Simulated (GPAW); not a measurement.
Write an ASE script for GPAW 26.7.0 that does the following.

```
Task                : single point
Functional          : r2SCAN
Potentials or basis : GPAW PAW data sets (gpaw-data 1.2.1)
Cutoff              : 450 eV
Basis               : pw
k mesh              : 8 × 8 × 8
Occupations         : fermi-dirac, width 0.05 eV
Spin                : no spin polarisation
Maxiter             : 120
Convergence         : default
```

The structure of Sb lies in POSCAR:

```
Sb
1.0
    0.0000000000      2.3712425216      2.3712425216
    2.3712425216      0.0000000000      2.3712425216
    2.3712425216      2.3712425216      0.0000000000
Sb
1
Direct
    0.0000000000      0.0000000000      0.0000000000
```

This isn't the form of Sb at room conditions, which is rhombohedral.

One way to write it, as run:

run.py

```python
from ase.dft.bandgap import bandgap
from ase.io import read, write
from ase.units import GPa
from gpaw import GPAW, PW

atoms = read('POSCAR')

calc = GPAW(mode=PW(450),
            xc='MGGA_X_R2SCAN+MGGA_C_R2SCAN',
            kpts={'size': (8, 8, 8), 'gamma': True},
            occupations={'name': 'fermi-dirac', 'width': 0.05},
            nbands=15,
            maxiter=120,
            txt='gpaw.txt')
atoms.calc = calc
energy = atoms.get_potential_energy()
forces = atoms.get_forces()
stress = atoms.get_stress()
calc.write('gs.gpw')
write('result.traj', atoms)
print(f'Energy: {energy:.6f} eV')
print('Forces (eV/A):')
print(forces.round(4))
print('Stress (GPa):', (stress / GPa).round(3))
print('Fermi level:', round(calc.get_fermi_level(), 4), 'eV')
print(f'Gap: {bandgap(calc)[0]:.4f} eV, direct: {bandgap(calc, direct=True)[0]:.4f} eV')
```

Potentials or basis: GPAW PAW data sets (gpaw-data 1.2.1), pw.

Launch:

```console
$ OMP_NUM_THREADS=1 python run.py
```

It gave:

```json
{
  "Pressure": "0.0 GPa",
  "Band gap on the k mesh": "none (metal or under the smearing width)"
}
```

Caveat: the cutoff is short for stress and forces, so pressures can be off by a GPa or more; the PAW data sets were made with another functional, which shifts forces and pressure a little.

It took 30 s on 1 thread of AMD EPYC 7R43 64-Core Processor (Zen 3) (shared host), peak memory 0.23 GiB.
